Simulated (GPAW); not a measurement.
# How InP absorbs and reflects light

Wanted: where InP starts to absorb, how strongly, and its refractive index. The cell comes from an older database entry, whose edges can differ from later determinations, mostly by under a per cent.

Program: GPAW 26.7.0. Level of theory: DFT, LDA, plane-wave PAW (GPAW data sets), scalar-relativistic, RPA, optical limit. Results are calculated unless marked as measured.

The database entry behind the starting cell differs from later determinations by our own check (0.1 to 0.3 % short, probably kX units), so it need not match the best structure at ambient conditions.

### Step 1. The structure

It takes space group F-43m (No. 216, cubic). Conventional cell: a = 5.861 Å, b = 5.861 Å, c = 5.861 Å, α = 90.00°, β = 90.00°, γ = 90.00°. Nearest to In lie 4 P at 2.54 Å. Nearest to P lie 4 In at 2.54 Å. Farther neighbours are not listed.

Structure file:

```cif
data_structure
_symmetry_space_group_name_H-M 'P 1'
_symmetry_Int_Tables_number 1
_cell_length_a 4.1444
_cell_length_b 4.1444
_cell_length_c 4.1444
_cell_angle_alpha 60.000
_cell_angle_beta 60.000
_cell_angle_gamma 60.000
_cell_volume 50.33
loop_
_atom_site_label
_atom_site_type_symbol
_atom_site_fract_x
_atom_site_fract_y
_atom_site_fract_z
_atom_site_occupancy
In1 In 0.00000 0.00000 0.00000 1
P2 P 0.75000 0.75000 0.75000 1
```

### Step 2. Ground state

First the ground state: is it a metal or has it a gap?

This step: DFT, LDA, plane-wave PAW (GPAW data sets), scalar-relativistic, ground state (GPAW 26.7.0).

The input, gs.py:

```python
from ase import Atoms
from ase.dft.bandgap import bandgap
from gpaw import GPAW, PW, FermiDirac

atoms = Atoms(['In', 'P'],
              cell=[[0.000000000000, 2.930500000000, 2.930500000000],
                    [2.930500000000, 0.000000000000, 2.930500000000],
                    [2.930500000000, 2.930500000000, 0.000000000000]],
              scaled_positions=[[0.000000000000, 0.000000000000, 0.000000000000],
                                [0.750000000000, 0.750000000000, 0.750000000000]],
              pbc=[True, True, True])
atoms.calc = GPAW(mode=PW(500), xc='LDA', kpts={'size': (7, 7, 7), 'gamma': True},
                  occupations=FermiDirac(0.05), maxiter=150, txt='gs.txt')
print('energy (eV)', atoms.get_potential_energy())
print('Fermi level (eV)', atoms.calc.get_fermi_level())
print('valence electrons', atoms.calc.get_number_of_electrons())
print('gap (eV)', bandgap(atoms.calc, output=None)[0])
print('direct gap (eV)', bandgap(atoms.calc, direct=True, output=None)[0])
atoms.calc.write('gs.gpw')
```

The run is started by

```bash
> OMP_NUM_THREADS=1 python gs.py
```

Numbers of over 12 decimals in the logs are rounded to 6 here.

The log of the run:

```text
__  _  _
 | _ |_)|_||  |
 |__||  | ||/\| - 26.7.0

Versions:
  Python: 3.12.14
  ASE:    3.29.0
  Numpy:  2.5.5
  Scipy:  1.18.1
  Libxc:  7.0.0

Input parameters:
  mode=PW(ecut=500.0),
  kpts=MonkhorstPack(size=(7, 7, 7), gamma=True),
  maxiter=150,
  occupations=Occupations(name='fermi-dirac', width=0.05, fixmagmom=False),
  xc=XC(name='LDA')

Diagonalizing LCAO Hamiltonian
Converting LCAO to pw mode

                     P

       In

Atoms  # Å, Bohr magnetons
|   | symbol |        x |        y |        z |    initial magnetic moments |
| 0 |     In | 0.000000 | 0.000000 | 0.000000 | ( 0.0000,  0.0000,  0.0000) |
| 1 |      P | 4.395750 | 4.395750 | 4.395750 | ( 0.0000,  0.0000,  0.0000) |

Unit cell  # Å
| periodic |        x |        y |        z |  lengths |    angles |
|      yes | 0.000000 | 2.930500 | 2.930500 | 4.144353 | 60.000000 |
|      yes | 2.930500 | 0.000000 | 2.930500 | 4.144353 | 60.000000 |
|      yes | 2.930500 | 2.930500 | 0.000000 | 4.144353 | 60.000000 |

Number of symmetries: 24
Symmetry operations  # r_c * U_cc + t_c -> r_c
|    | kind |            matrix            |
|  0 |  E   |  1, 0, 0,  0, 1, 0,  0, 0, 1 |
|  1 |  σ   |  1, 0, 0,  0, 0, 1,  0, 1, 0 |
|  2 |  σ   |  1, 0,-1,  0, 1,-1,  0, 0,-1 |
|  3 |  C3  |  1, 0,-1,  0, 0,-1,  0, 1,-1 |
|  4 |  C3  |  1,-1, 0,  0,-1, 1,  0,-1, 0 |
|  5 |  σ   |  1,-1, 0,  0,-1, 0,  0,-1, 1 |
|  6 |  σ   |  0, 1, 0,  1, 0, 0,  0, 0, 1 |
|  7 |  C3  |  0, 1, 0,  0, 0, 1,  1, 0, 0 |
|  8 |  C2  |  0, 1,-1,  1, 0,-1,  0, 0,-1 |
|  9 |  S4  |  0, 1,-1,  0, 0,-1,  1, 0,-1 |
| 10 |  C3  |  0, 0, 1,  1, 0, 0,  0, 1, 0 |
| 11 |  σ   |  0, 0, 1,  0, 1, 0,  1, 0, 0 |
| 12 |  S4  |  0, 0,-1,  1, 0,-1,  0, 1,-1 |
| 13 |  C3  |  0, 0,-1,  0, 1,-1,  1, 0,-1 |
| 14 |  S4  |  0,-1, 1,  1,-1, 0,  0,-1, 0 |
| 15 |  C2  |  0,-1, 1,  0,-1, 0,  1,-1, 0 |
| 16 |  C3  |  0,-1, 0,  1,-1, 0,  0,-1, 1 |
| 17 |  S4  |  0,-1, 0,  0,-1, 1,  1,-1, 0 |
| 18 |  S4  | -1, 1, 0, -1, 0, 1, -1, 0, 0 |
| 19 |  C3  | -1, 1, 0, -1, 0, 0, -1, 0, 1 |
| 20 |  C3  | -1, 0, 1, -1, 1, 0, -1, 0, 0 |
| 21 |  S4  | -1, 0, 1, -1, 0, 0, -1, 1, 0 |
| 22 |  σ   | -1, 0, 0, -1, 1, 0, -1, 0, 1 |
| 23 |  C2  | -1, 0, 0, -1, 0, 1, -1, 1, 0 |

BZ-sampling:
  Number of BZ points: 343
  Number of IBZ points: 20

  Monkhorst-Pack size: [7, 7, 7]
  Monkhorst-Pack shift: [0, 0, 0]

K-points  # in reciprocal-cell coordinates
|     |                                coordinates |     weight |
|   0 | (  0.00000000,   0.00000000,   0.00000000) | 0.00291545 |
|   1 | (  0.14285714,   0.14285714,   0.00000000) | 0.01749271 |
|   2 | (  0.14285714,   0.14285714,   0.14285714) | 0.02332362 |
|   3 | (  0.28571429,   0.14285714,   0.14285714) | 0.03498542 |
|   4 | (  0.28571429,   0.28571429,   0.00000000) | 0.01749271 |
|   5 | (  0.28571429,   0.28571429,   0.14285714) | 0.06997085 |
|   6 | (  0.28571429,   0.28571429,   0.28571429) | 0.02332362 |
|   7 | (  0.42857143,  -0.28571429,  -0.28571429) | 0.03498542 |
|   8 | (  0.42857143,   0.28571429,  -0.42857143) | 0.13994169 |
|   9 | (  0.42857143,   0.28571429,  -0.28571429) | 0.06997085 |
| ... |                                            |            |
|  19 | (  0.42857143,   0.42857143,   0.42857143) | 0.02332362 |

Plane wave coefficients: 1299
Cutoff: 500.0 eV

Spin-components: 1 (collinear spins)
Bands:           13
Projectors:      11
Spin-degeneracy: 2
Datatype:        complex128

Parallelization:
  kpt:    1
  domain: 1
  band:   1

Density:
  Valence electrons: 18.0
  Components: 1
  Grid points: [24 24 24]
  Charge: 0.0  # |e|

Potential:
  Grid points: [24 24 24]

species:
  In:
    name:    Indium
    id:
    Z:       49.0
    valence: 13
    core:    36
    charge:  0.0  # [|e|]
    compensation charges:
      type: gauss
      rc: 0.36  # [Å]
      lmax: 2
    cutoffs:
      filter: 2.09  # [Å]
      core: 2.48  # [Å]
    projectors
    | kind |    occ | energy [eV] | rcut [Å] |
    |   5s |  2.000 |      -8.474 |    1.185 |
    |   5p |  1.000 |      -2.700 |    1.244 |
    |   4d | 10.000 |     -18.723 |    1.148 |
    |    s |        |      18.738 |    1.185 |
    |    p |        |      24.512 |    1.244 |
    |    d |        |       8.489 |    1.148 |

    Using partial waves for In as LCAO basis

  P:
    name:    Phosphorus
    id:
    Z:       15.0
    valence: 5
    core:    10
    charge:  0.0  # [|e|]
    compensation charges:
      type: gauss
      rc: 0.30  # [Å]
      lmax: 2
    cutoffs:
      filter: 1.69  # [Å]
      core: 1.81  # [Å]
    projectors
    | kind |    occ | energy [eV] | rcut [Å] |
    |   3s |  2.000 |     -14.015 |    0.953 |
    |   3p |  3.000 |      -5.596 |    0.953 |
    |    s |        |      13.197 |    0.953 |
    |    p |        |      21.615 |    0.953 |
    |    d |        |       0.000 |    0.953 |

    Using partial waves for P as LCAO basis

Reference energy: -169106.896229  # eV

eigensolver:
  PPCG
  Converge bands: occupied
  niter=2

density mixing:
  MSR1-Mixer
  Pratt-step length: 0.05
  Maximum mixing coefficient: 0.75
  Old densities: 10
  SVD Regularization: 0.005
  Good broyden scale: 1.0
  Trust region scale: 1.0
  Backstep threshold: 4.0
  History deletion threshold: 6.0
  Fourier metric: weight=20.0, sigma=0.015

occupation numbers:
  Fermi-Dirac:
    width: 0.0500  # eV

poisson solver:
  ecut: 4000.0  # eV

xc functional:
  name: None

convergence criteria:
- Maximum [total energy] change in last 3 cyles: 0.0005 eV / valence electron
- Maximum integral of absolute [dens]ity change: 0.0001 electrons / valence electron
- Maximum integral of absolute [eigenst]ate change: 4e-08 eV^2 / valence electron
maximum number of iterations: 150

SCF iterations
|iter     |      energy | eigst |  dens |
|iter:   1||  -10.256646 | -0.24 |       |
|iter:   2||  -10.185077 | -2.08 | -1.13 |
|iter:   3||   -9.896170 | -1.61 | -1.18 |
|iter:   4||   -9.888727 | -3.08 | -1.73 |
|iter:   5||   -9.888116c| -3.82 | -2.28 |
|iter:   6||   -9.888138c| -5.14 | -2.96 |
|iter:   7||   -9.888141c| -6.18 | -3.51 |
|iter:   8||   -9.888141c| -7.42c| -4.35c|

Converged in 8 steps
SCF loop duration: 6.874 s (0.859 s/step)
Energy contributions relative to reference atoms: (reference = -169106.896229)

Energy contributions:
  Kinetic:          19.114941
  Coulomb:         -17.674277
  Zero:              0.125536
  External:          0.000000
  Xc:              -11.454315
  Entropy:          -0.000051
  Spinorbit:         0.000000
  ----------------------------
  Free energy:      -9.888166
  Extrapolated:     -9.888141

dipole moment: (-17.027324, -17.027324, -17.027324)  # |e|*Ang

Fermi level: 4.942
Eigenvalues  # (at kpt = [0.000, 0.000, 0.000])
| band index |      eig [eV] | occ [0-2] |
|          0 |        -9.413 |     2.000 |
|          1 |        -9.413 |     2.000 |
|          2 |        -9.413 |     2.000 |
|          3 |        -9.254 |     2.000 |
|          4 |        -9.254 |     2.000 |
|          5 |        -6.890 |     2.000 |
|          6 |         4.675 |     1.991 |
|          7 |         4.675 |     1.991 |
|          8 |         4.675 |     1.991 |
|          9 |         5.152 |     0.030 |
|         10 |         8.607 |     0.000 |
|         11 |         8.607 |     0.000 |
|         12 |         8.607 |     0.000 |

Gap: 0.477 eV
Transition (v -> c):
  (s=0, k=0, n=8, [0.00, 0.00, 0.00]) -> (s=0, k=0, n=9, [0.00, 0.00, 0.00])
No difference between direct/indirect transitions

--- standard output ---
energy (eV) -9.888141
Fermi level (eV) 4.942123
valence electrons 18.0
gap (eV) 0.476970
direct gap (eV) 0.476970
```

Elapsed: 8.6 s, on 1 thread of Arm Neoverse V1, shared host; peak memory 0.14 GiB.

This step gave:

- energy: -9.888 eV
- Fermi energy: 4.942 eV
- gap on the k-mesh: 0.4770 eV
- direct gap on the mesh: 0.4770 eV
- electrons: 18

There is a gap, 0.48 eV on this mesh (points off the mesh can give less), so no carriers' term is needed.

### Step 3. Bands for the response

The response needs many more empty bands than the density does.

This step: DFT, LDA, plane-wave PAW (GPAW data sets), scalar-relativistic, bands at fixed density (GPAW 26.7.0).

The input, nscf.py:

```python
from ase.dft.bandgap import bandgap
from gpaw import GPAW, FermiDirac

calc = GPAW('gs.gpw').fixed_density(kpts={'size': (10, 10, 10), 'gamma': True}, nbands=40, convergence={'bands': 34},
                                    occupations=FermiDirac(0.001), txt='nscf.txt')
print('gap (eV)', bandgap(calc, output=None)[0])
print('direct gap (eV)', bandgap(calc, direct=True, output=None)[0])
print('top band over the Fermi level (eV)', min(calc.get_eigenvalues(kpt=k)[33] for k in range(len(calc.get_ibz_k_points()))) - calc.get_fermi_level())
calc.write('full.gpw', mode='all')
```

The run is started by

```bash
> OMP_NUM_THREADS=1 python nscf.py
```

The log of the run:

```text
Diagonalizing LCAO Hamiltonian
Converting LCAO to pw mode
convergence criteria:
- Maximum integral of absolute [eigenst]ate change: 4e-08 eV^2 / valence electron
maximum number of iterations: 150

SCF iterations
|iter     |      energy | eigst |  dens |
|iter:   1||             | +3.53 |       |
|iter:   2||             | +1.94 |       |
|iter:   3||             | +0.90 |       |
|iter:   4||             | -0.03 |       |
|iter:   5||             | -0.79 |       |
|iter:   6||             | -1.48 |       |
|iter:   7||             | -2.12 |       |
|iter:   8||             | -2.75 |       |
|iter:   9||             | -3.43 |       |
|iter:  10||             | -4.13 |       |
|iter:  11||             | -4.81 |       |
|iter:  12||             | -5.49 |       |
|iter:  13||             | -6.13 |       |
|iter:  14||             | -6.77 |       |
|iter:  15||             | -7.34 |       |
|iter:  16||             | -7.80c|       |
SCF steps: 16
  __  _  _
 | _ |_)|_||  |
 |__||  | ||/\| - 26.7.0

Versions:
  Python: 3.12.14
  ASE:    3.29.0
  Numpy:  2.5.5
  Scipy:  1.18.1
  Libxc:  7.0.0

Input parameters:
  mode=PW(ecut=500.0),
  convergence={'bands': 34},
  gpts=array([24, 24, 24]),
  kpts=MonkhorstPack(size=(10, 10, 10), gamma=True),
  maxiter=150,
  nbands=40,
  occupations=Occupations(name='fermi-dirac', width=0.001, fixmagmom=False),
  parallel={},
  xc=XC(name='LDA')

--- standard output ---
gap (eV) 0.476970
direct gap (eV) 0.476970
top band over the Fermi level (eV) 28.419489
```

Elapsed: 84 s, on 1 thread; peak memory 0.2 GiB.

[end of part 1 of 2]

[Machine, clock and banner lines and Python warnings are left out of the logs.]

[Logs are printed without paths, hosts, clocks, repeated set-up lines and the standing remarks that a program may print on its own settings, such as how far it seeks lower states.]

[Hosts, paths, dates, database ids (printed as entryN), source tags and the programs' standing remarks are cut or masked in the printed files.]
